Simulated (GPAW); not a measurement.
# NiO2 (P6_3/mmc) in GPAW: dielectric tensor with LDA

Aim: the dielectric tensor of NiO2 with LDA.

Everything below comes from runs of GPAW 26.7.0. Logs are shortened: lines on timing, memory, paths and dates and some standing lists are left out, and cuts for length are marked. The log counts tension as positive stress, the text compression.

### Step 1. The structure

It takes space group P6_3/mmc (No. 194, hexagonal). Conventional cell: a = 2.912 Å, b = 2.912 Å, c = 10.555 Å, α = 90.00°, β = 90.00°, γ = 120.00°. Ni (site symmetry -3m) is surrounded by 6 O at 1.93 Å. O (site symmetry 3m) is surrounded by 3 Ni at 1.93 Å.

The cell comes from a database or a generator and needn't be the stable form of this composition.

### Step 2. Dielectric tensor, LDA, collinear spin, ferromagnetic start

Contents of run.py:

```python
import numpy as np
from ase import Atoms
from ase.dft.bandgap import bandgap
from ase.io import write
from gpaw import GPAW, PW
from gpaw.response.df import DielectricFunction

atoms = Atoms(['Ni', 'Ni', 'O', 'O', 'O', 'O'],
              cell=[[2.9121517351, 0.0, 0.0],
                    [-1.4560758676, 2.5219973823, 0.0],
                    [0.0, 0.0, 10.55527]],
              scaled_positions=[[0.0, 0.0, 0.5],
                                [0.0, 0.0, 0.0],
                                [0.3333333333, 0.6666666667, 0.589079],
                                [0.3333333333, 0.6666666667, 0.910921],
                                [0.6666666667, 0.3333333333, 0.410921],
                                [0.6666666667, 0.3333333333, 0.089079]],
              pbc=True)
atoms.set_initial_magnetic_moments([2.0, 2.0, 0.0, 0.0, 0.0, 0.0])

calc = GPAW(mode=PW(600),
            xc='LDA',
            kpts={'size': (8, 8, 2), 'gamma': True},
            occupations={'name': 'fermi-dirac', 'width': 0.001},
            nbands=48,
            convergence={'density': 0.0001},
            maxiter=150,
            txt='gpaw.txt')
atoms.calc = calc
energy = atoms.get_potential_energy()
calc.write('gs.gpw')
write('result.traj', atoms)
print(f'Energy: {energy:.6f} eV')
print('Moments:', calc.get_magnetic_moments().round(3))
print('Fermi level:', round(calc.get_fermi_level(), 4), 'eV')
print(f'Gap: {bandgap(calc)[0]:.4f} eV, direct: {bandgap(calc, direct=True)[0]:.4f} eV')

for size in [(8, 8, 2), (11, 11, 3)]:
    name = 'x'.join(str(n) for n in size)
    dense = calc.fixed_density(kpts={'size': size, 'gamma': True},
                               nbands=82, convergence={'bands': 76, 'eigenstates': 1e-7},
                               update_fermi_level=True, txt=f'dense-{name}.txt')
    dense.write(f'{name}.gpw', mode='all')
    df = DielectricFunction(f'{name}.gpw', frequencies=np.array([0.0]), hilbert=False, eta=0.001,
                            ecut=80, nbands=76, intraband=False, txt=f'df-{name}.txt')
    for xc in ['RPA']:
        for direction in ['x', 'y', 'z', [0, 1, 1], [1, 0, 1], [1, 1, 0]]:
            e0, e = df.get_macroscopic_dielectric_constant(xc=xc, direction=direction)
            print(f'{name} {xc} {direction}: {e0:.4f} without, {e:.4f} with local fields')
```

Potentials or basis: the program's PAW data sets (release 1.2.1) made for this functional, pw.

Command:

```sh
$ OMP_NUM_THREADS=1 python run.py
```

gpaw.txt:

```text
__  _  _
 | _ |_)|_||  |
 |__||  | ||/\| - 26.7.0

Input parameters:
  mode=PW(ecut=600.0),
  convergence={'density': 0.0001},
  kpts=MonkhorstPack(size=(8, 8, 2), gamma=True),
  maxiter=150,
  nbands=48,
  occupations=Occupations(name='fermi-dirac', width=0.001),
  xc=XC(name='LDA')

Diagonalizing LCAO Hamiltonian
Converting LCAO to pw mode

        O

        O

       Ni
           O

           O
       Ni

Atoms  # Å, Bohr magnetons
|   | symbol |         x |        y |        z |    initial magnetic moments |
|---|--------|-----------|----------|----------|-----------------------------|
| 0 |     Ni |  0.000000 | 0.000000 | 5.277635 | ( 0.0000,  0.0000,  2.0000) |
| 1 |     Ni |  0.000000 | 0.000000 | 0.000000 | ( 0.0000,  0.0000,  2.0000) |
| 2 |      O | -0.000000 | 1.681332 | 6.217888 | ( 0.0000,  0.0000,  0.0000) |
| 3 |      O | -0.000000 | 1.681332 | 9.615017 | ( 0.0000,  0.0000,  0.0000) |
| 4 |      O |  1.456076 | 0.840666 | 4.337382 | ( 0.0000,  0.0000,  0.0000) |
| 5 |      O |  1.456076 | 0.840666 | 0.940253 | ( 0.0000,  0.0000,  0.0000) |

Unit cell  # Å
| periodic |         x |        y |         z |   lengths |     angles |
|----------|-----------|----------|-----------|-----------|------------|
|      yes |  2.912152 | 0.000000 |  0.000000 |  2.912152 |  90.000000 |
|      yes | -1.456076 | 2.521997 |  0.000000 |  2.912152 |  90.000000 |
|      yes |  0.000000 | 0.000000 | 10.555270 | 10.555270 | 120.000000 |

Number of symmetries: 12
Symmetry operations  # r_c * U_cc + t_c -> r_c
|    | kind |            matrix            |
|----|------|------------------------------|
|  0 |  σ   |  1, 1, 0,  0,-1, 0,  0, 0, 1 |
|  1 |  S6  |  1, 1, 0, -1, 0, 0,  0, 0,-1 |
|  2 |  E   |  1, 0, 0,  0, 1, 0,  0, 0, 1 |
|  3 |  C2  |  1, 0, 0, -1,-1, 0,  0, 0,-1 |
|  4 |  C2  |  0, 1, 0,  1, 0, 0,  0, 0,-1 |
|  5 |  C3  |  0, 1, 0, -1,-1, 0,  0, 0, 1 |
|  6 |  S6  |  0,-1, 0,  1, 1, 0,  0, 0,-1 |
|  7 |  σ   |  0,-1, 0, -1, 0, 0,  0, 0, 1 |
|  8 |  σ   | -1, 0, 0,  1, 1, 0,  0, 0, 1 |
|  9 |  i   | -1, 0, 0,  0,-1, 0,  0, 0,-1 |
| 10 |  C3  | -1,-1, 0,  1, 0, 0,  0, 0, 1 |
| 11 |  C2  | -1,-1, 0,  0, 1, 0,  0, 0,-1 |

BZ-sampling:
  Number of BZ points: 128
  Number of IBZ points: 20

  Monkhorst-Pack size: [8, 8, 2]
  Monkhorst-Pack shift: [0.0625, 0.0625, 0.25]

K-points  # in reciprocal-cell coordinates
|     |                                coordinates |     weight |
|-----|--------------------------------------------|------------|
|   0 | (  0.00000000,   0.00000000,   0.00000000) | 0.00781250 |
|   1 | (  0.00000000,   0.00000000,   0.50000000) | 0.00781250 |
|   2 | (  0.12500000,   0.00000000,   0.00000000) | 0.04687500 |
|   3 | (  0.12500000,   0.00000000,   0.50000000) | 0.04687500 |
|   4 | (  0.25000000,  -0.12500000,   0.00000000) | 0.04687500 |
|   5 | (  0.25000000,  -0.12500000,   0.50000000) | 0.04687500 |
|   6 | (  0.25000000,   0.00000000,   0.00000000) | 0.04687500 |
|   7 | (  0.25000000,   0.00000000,   0.50000000) | 0.04687500 |
|   8 | (  0.37500000,  -0.12500000,   0.00000000) | 0.09375000 |
|   9 | (  0.37500000,  -0.12500000,   0.50000000) | 0.09375000 |
| ... |                                            |            |
|  19 | (  0.50000000,   0.50000000,   0.50000000) | 0.02343750 |

Plane wave coefficients: 2610
Cutoff: 600.0 eV

Spin-components: 2 (collinear spins)
Bands:           48
Projectors:      32
Spin-degeneracy: 1
Datatype:        complex128

Parallelization:
  kpt:    1
  domain: 1
  band:   1

Density:
  Valence electrons: 56.0
  Components: 2
  Grid points: [18 18 60]
  Charge: 0.0  # |e|

Potential:
  Grid points: [18 18 60]

species:
  Ni:
    name:    Nickel
    Z:       28.0
    valence: 16
    core:    12
    charge:  0.0  # [|e|]
    compensation charges:
      type: gauss
      rc: 0.36  # [Å]
      lmax: 2
    cutoffs:
      filter: 2.14  # [Å]
      core: 1.98  # [Å]
    projectors
    | kind |    occ | energy [eV] | rcut [Å] |
    |------|--------|-------------|----------|
    |   4s |  2.000 |      -5.858 |    1.164 |
    |   3p |  6.000 |     -71.266 |    1.207 |
    |   4p |  0.000 |      -1.338 |    1.207 |
    |   3d |  8.000 |      -9.141 |    1.138 |
    |    s |        |      21.353 |    1.164 |
    |    d |        |      18.071 |    1.138 |

    Using partial waves for Ni as LCAO basis

  O:
    name:    Oxygen
    Z:       8.0
    valence: 6
    core:    2
    charge:  0.0  # [|e|]
    compensation charges:
      type: gauss
      rc: 0.21  # [Å]
      lmax: 2
    cutoffs:
      filter: 1.17  # [Å]
      core: 0.83  # [Å]
    projectors
    | kind |    occ | energy [eV] | rcut [Å] |
    |------|--------|-------------|----------|
    |   2s |  2.000 |     -23.752 |    0.688 |
    |   2p |  4.000 |      -9.195 |    0.598 |
    |    s |        |       3.459 |    0.688 |
    |    p |        |      18.016 |    0.598 |
    |    d |        |       0.000 |    0.619 |

    Using partial waves for O as LCAO basis

Reference energy: -90712.824013  # eV

eigensolver:
  PPCG
  Converge bands: occupied
  niter=2

density mixing:
  MSR1-Mixer
  Pratt-step length: 0.05
  Maximum mixing coefficient: 0.75
  Old densities: 10
  SVD Regularization: 0.005
  Good broyden scale: 1.0
  Trust region scale: 1.0
  Backstep threshold: 4.0
  History deletion threshold: 6.0
  Fourier metric: weight=20.0, sigma=0.015

occupation numbers:
  Fermi-Dirac:
    width: 0.0010  # eV

poisson solver:
  ecut: 4800.0  # eV

xc functional:
  name: None

convergence criteria:
- Maximum integral of absolute [dens]ity change: 0.0001 electrons / valence electron
- Maximum [total energy] change in last 3 cyles: 0.0005 eV / valence electron
- Maximum integral of absolute [eigenst]ate change: 4e-08 eV^2 / valence electron
maximum number of iterations: 150

SCF iterations
|iter     | |      energy | eigst |  dens |  magmom |
|---------|-|-------------|-------|-------|---------|
|iter:   1| |  -45.058020 | +0.50 |       |  +4.0009|
|iter:   2| |  -43.740057 | -1.30 | -0.83 |  +3.8374|
|iter:   3| |  -44.565349 | -1.75 | -0.90 |  +2.2307|
|iter:   4| |  -65.887211 | -1.56 | -1.03 |  +2.1551|
|iter:   5| |  -44.561352 | -1.61 | -0.70 |  +1.8658|
|iter:   6| |  -43.780159 | -2.75 | -1.11 |  +1.7012|
|iter:   7| |  -43.688217 | -2.84 | -1.31 |  +1.2070|
|iter:   8| |  -43.795599 | -3.29 | -1.54 |  +0.4353|
|iter:   9| |  -43.823921 | -3.72 | -1.80 |  +0.1022|
|iter:  10| |  -43.830831 | -4.29 | -2.00 |  +0.0315|
|iter:  11| |  -43.833047c| -4.60 | -2.29 |  +0.0158|
|iter:  12| |  -43.833048c| -5.70 | -2.93 |  +0.0137|
|iter:  13| |  -43.832942c| -6.41 | -3.25 |  +0.0041|
|iter:  14| |  -43.832842c| -6.79 | -3.54 |  -0.0017|
|iter:  15| |  -43.832558c| -5.34 | -3.65 |  -0.0059|
|iter:  16| |  -43.832555c| -6.60 | -3.46 |  -0.0024|
|iter:  17| |  -43.832556c| -7.93c| -3.99 |  -0.0007|
|iter:  18| |  -43.832557c| -8.13c| -4.39c|  -0.0000|

Converged in 18 steps
Energy contributions relative to reference atoms: (reference = -90712.824013)

Energy contributions:
  Kinetic:           8.267510
  Coulomb:         -13.967260
  Zero:              0.498334
  External:          0.000000
  Xc:              -38.631141
  Entropy:          -0.000000
  Spinorbit:         0.000000
  ----------------------------
  Free energy:     -43.832557
  Extrapolated:    -43.832557

dipole moment: (-6.135786, -10.627492, -22.239471)  # |e|*Ang

Total magnetic moment: (0.000000, 0.000000, -0.000033)

Local magnetic moments
|        x |        y |         z |
|----------|----------|-----------|
| 0.000000 | 0.000000 |  0.000386 |  # Ni   0
| 0.000000 | 0.000000 | -0.000172 |  # Ni   1
| 0.000000 | 0.000000 | -0.000171 |  # O    2
| 0.000000 | 0.000000 |  0.000042 |  # O    3
| 0.000000 | 0.000000 | -0.000171 |  # O    4
| 0.000000 | 0.000000 |  0.000042 |  # O    5

Fermi level: 1.101
Eigenvalues  # (at kpt = [0.000, 0.000, 0.000])
| band index |      eig [eV] | occ [0-1] |      eig [eV] | occ [0-1] |
|------------|---------------|-----------|---------------|-----------|
|          0 |       -63.362 |     1.000 |       -63.362 |     1.000 |
|        ... |               |           |               |           |
|         20 |        -0.848 |     1.000 |        -0.849 |     1.000 |
|         21 |        -0.422 |     1.000 |        -0.422 |     1.000 |
|         22 |        -0.422 |     1.000 |        -0.422 |     1.000 |
|         23 |        -0.410 |     1.000 |        -0.410 |     1.000 |
|         24 |        -0.410 |     1.000 |        -0.410 |     1.000 |
|         25 |        -0.255 |     1.000 |        -0.256 |     1.000 |
|         26 |         0.486 |     1.000 |         0.486 |     1.000 |
|         27 |         0.626 |     1.000 |         0.626 |     1.000 |
|         28 |         2.699 |     0.000 |         2.699 |     0.000 |
|         29 |         2.699 |     0.000 |         2.699 |     0.000 |
|         30 |         2.710 |     0.000 |         2.710 |     0.000 |
|         31 |         2.710 |     0.000 |         2.710 |     0.000 |
|         32 |         7.219 |     0.000 |         7.219 |     0.000 |
|         33 |         9.001 |     0.000 |         9.001 |     0.000 |
|         34 |         9.033 |     0.000 |         9.033 |     0.000 |
|         35 |        10.873 |     0.000 |        10.873 |     0.000 |
|        ... |               |           |               |           |
|         47 |        23.550 |     0.000 |        23.550 |     0.000 |

Gap: 0.868 eV
Transition (v -> c):
  (s=0, k=2, n=27, [0.12, 0.00, 0.00]) -> (s=0, k=6, n=28, [0.25, 0.00, 0.00])
Direct/indirect transitions are different
Direct gap: 1.099 eV
Transition at: (s=0, k=6, n=27, [0.25, 0.00, 0.00])
# Writing to gs.gpw (mode='')
```

Run time: 34 min. Hardware: 1 thread of Arm Neoverse N1, shared host; peak memory 0.94 GiB.

Results:

```yaml
Free_energy: -43.8326 eV
Band_gap_on_the_k_mesh: 0.87 eV, indirect (least direct gap 1.10 eV)
Net_moment: 0.00 μB per cell
Electronic_dielectric_tensor_diagonal: 13.47, 13.47, 2.69
```

Electronic dielectric tensor:
```
13.47  0.00  0.00
 0.00 13.47  0.00
 0.00  0.00  2.69
```

Caveat: the starting moments collapsed, and a magnetic state may lie lower; the stock nickel data set gives pressures a few GPa off other programs; the long-wavelength limit can be off by several per cent where d states take part; an odd mesh through Γ misses points on the zone boundary, where band edges often lie.

### Step 3. For comparison

An earlier run on the cell as given: functional PBEsol; potentials or basis PAW data sets generated in the run's folder for this functional; cutoff 800 eV; basis pw; k mesh 10 × 10 × 3; occupations fermi-dirac, width 0.05 eV; collinear spin, ferromagnetic start; starting moments [1.0, 1.0, 0.0, 0.0, 0.0, 0.0] μB.

* Pressure: -12.8 GPa
* Largest force: 0.815 eV/Å
* Band gap on the k mesh: 0.93 eV, indirect (least direct gap 1.23 eV)
* Net moment: 0.00 μB per cell
